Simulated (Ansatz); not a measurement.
Runs of Ansatz 0.2.0 on In. It takes space group I4/mmm (No. 139, tetragonal). The conventional cell has a = 3.251 Å, b = 3.251 Å, c = 4.947 Å, α = 90.00°, β = 90.00°, γ = 90.00°. In (site symmetry 4/mmm) has 12 In at 3.25 to 3.38 Å as nearest neighbours. 

```tsv
task	level	spin	cell	k mesh	cutoff (eV)	points for each segment of the path	gap on the mesh (eV)	pressure (GPa)	relaxed volume (Å³/atom)
band structure	HSEsol	off	as given	6 × 6 × 6	420	4	none	(b)	-
single point	HSE06	SOC, no magnetisation	as given	5 × 5 × 5	420	-	none	1.2	-
relaxation of cell and atoms	HSE06	off	relaxed	6 × 6 × 6	420	-	none	0.0	25.91
single point	PBEsol0	off	as given	6 × 6 × 6	420	-	none	(c)	-
relaxation of cell and atoms	PBEsol0	off	relaxed	6 × 6 × 6	420	-	none	0.0	25.28
single point	r2SCAN50	off	as given	6 × 6 × 6	500	-	none	-2.1	-
single point	PBE0	SOC, no magnetisation	as given	5 × 5 × 5	420	-	none	0.6	-
relaxation of cell and atoms	HSEsol	off	relaxed	6 × 6 × 6	420	-	none	0.0	(d)
band structure	HSE03	off	as given	6 × 6 × 6	420	4	none	0.3	-
relaxation of cell and atoms	B3LYP	off	relaxed	6 × 6 × 6	420	-	none	0.0	28.89
single point	r2SCANh	off	as given	6 × 6 × 6	500	-	none	-1.1	-
single point	PBE0	off	as given	6 × 6 × 6	420	-	none	(a)	-
```

Alike in all rows: potentials or basis Ansatz PAW; smearing fermi-dirac 0.05 eV; the mesh is coarse, so values aren't converged.

Task: Estimate the missing entries.

Result: (a) 0.5; (b) -1.8; (c) -1.5; (d) 24.83.

Caveats: all runs use coarse meshes; the PAW data sets come from PBE, with cores solved anew for the run's functional, which leaves a small shift of forces and pressure; the thresholds are loose for stress (some runs); the plane-wave basis is chosen anew once the cell has moved, so the energies of steps on either side of that aren't comparable (some runs); spin-orbit coupling is left out, which moves the levels of the heavy elements (some runs); the volume moved by +11 % from the deposited cell, more than functionals usually miss (some runs).

A k mesh can miss the band edges, and rows without SOC leave out spin-orbit coupling on In.

A gap of «none» marks a metal or a gap under the smearing width.
